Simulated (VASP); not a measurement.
A run of VASP 6.6.1:

Contents of INCAR:

```
SYSTEM = ZrN
ALGO = Normal
EDIFF = 1E-7
EDIFFG = -0.005
ENCUT = 600
GGA = CA
IBRION = 2
ISIF = 3
ISMEAR = 1
LASPH = .TRUE.
LCHARG = .FALSE.
LREAL = .FALSE.
LWAVE = .FALSE.
NELM = 80
NSW = 90
PREC = Accurate
SIGMA = 0.1
```

KPOINTS

```
k-points
0
G
  14 14 14
  0 0 0
```

File POSCAR:

```
ZrN                                     
1.0
    0.0000000000      2.2643810819      2.2643810819
    2.2643810819     -0.0000000000      2.2643810819
    2.2643810819      2.2643810819      0.0000000000
  Zr              N             
     1     1
Direct
     0.5000000000000000    0.5000000000000000    0.5000000000000000
     0.0000000000000000    1.0000000000000000    0.0000000000000000
```

Potentials or basis: VASP PAW LDA potentials, release 64 (Zr_sv, N).

The run is started by

```console
$ cat potpaw_LDA.64/Zr_sv/POTCAR potpaw_LDA.64/N/POTCAR > POTCAR
$ mpirun -np 1 vasp_std > vasp.out
```

Hardware: 1 thread of Intel(R) Xeon(R) 6975P-C (Granite Rapids), on a shared host.

How long does it take, and how much memory?

Wall time 17 s on 1 thread of Intel(R) Xeon(R) 6975P-C (Granite Rapids), with other jobs on the host, peak memory 0.17 GiB. Counts: scf iterations 13, k points 104, ion steps 1.
